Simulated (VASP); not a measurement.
Crystal: TePb.

```xyz
2
Lattice="0.0000 3.2310 3.2310 3.2310 0.0000 3.2310 3.2310 3.2310 0.0000" Properties=species:S:1:pos:R:3 pbc="T T T"
Pb    0.0000    0.0000    0.0000
Te    3.2310    3.2310    3.2310
```

* Program: VASP 6.6.1
* Task: relaxation of cell and atoms
* Functional: r2SCAN
* Potentials or basis: VASP PAW PBE potentials, release 64 (Pb_d, Te)
* Cutoff: 600 eV
* k mesh: 7 × 7 × 7
* Occupations: gaussian, width 0.05 eV
* Spin: no spin polarisation

At the start: pressure 1.5 GPa; volume 33.73 Å³/atom.

Task: Where does the relaxation end?

Result: Over 3 steps the energy falls by 5.4 meV/atom and the volume is 34.88 Å³/atom (+3.4 %); space group Fm-3m (No. 225, to 0.05 Å).

Step by step:
```
step  energy change (eV)  largest force (eV/Å)  pressure (GPa)  volume (Å³)
   1              0.0000                0.0000            1.55        67.46
   2             -0.0092                0.0000           -0.53        70.69
   3             -0.0108                0.0000            0.01        69.77
```

Final structure:
```cif
data_structure
_symmetry_space_group_name_H-M 'P 1'
_symmetry_Int_Tables_number 1
_cell_length_a 4.6208
_cell_length_b 4.6208
_cell_length_c 4.6208
_cell_angle_alpha 60.000
_cell_angle_beta 60.000
_cell_angle_gamma 60.000
_cell_volume 69.77
loop_
_atom_site_label
_atom_site_type_symbol
_atom_site_fract_x
_atom_site_fract_y
_atom_site_fract_z
_atom_site_occupancy
Pb1 Pb 0.00000 0.00000 0.00000 1
Te1 Te 0.50000 0.50000 0.50000 1
```

Caveat: the PAW data sets were made with another functional, which shifts forces and pressure a little.
